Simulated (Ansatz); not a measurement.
Free-standing chains of the atoms of C, named by their start (strip: triangular double chain, ladder: square double chain); atoms and period are relaxed, and energies count from relaxed bulk C (Fd-3m, 5.69 Å³/atom, gap on the mesh 4.15 eV).

Level of theory: DFT PBE, scalar-relativistic, plane waves, PAW in Ansatz 0.2.0.

Cutoff 420 eV, Gaussian smearing of 0.05 eV, energies at zero smearing, symmetry of each start kept, collinear spin where a moment is listed.

```
          start atoms k mesh excess energy (eV per host atom) period (Å) gap on the mesh (eV) highest filled level or Fermi level under vacuum (eV) size of the moment (μB per cell)
   linear chain      1  1×1×46                             0.840       1.282                  0.91                                                   5.66                              0.00
dimerised chain      2  1×1×23                             0.840       2.565                  0.91                                                   5.66                              0.00
   zigzag chain      2  1×1×26                             0.854       2.565                     0                                                   5.21                              0.15
   ladder chain      4  1×1×23                             1.660       2.896                  0.35                                                      -                              0.00
   strip chain*      2  1×1×43                             0.848       1.283                     0                                                   5.09                              0.00
```

* ends far from its start.

An odd mesh misses points on the zone edge, so a gap read on it can be too wide.

Each run keeps its start's symmetry and one magnetic start, so lower states can exist. Rows stand on unlike meshes and boxes, so starts that end alike can differ by a few hundredths of an eV per atom.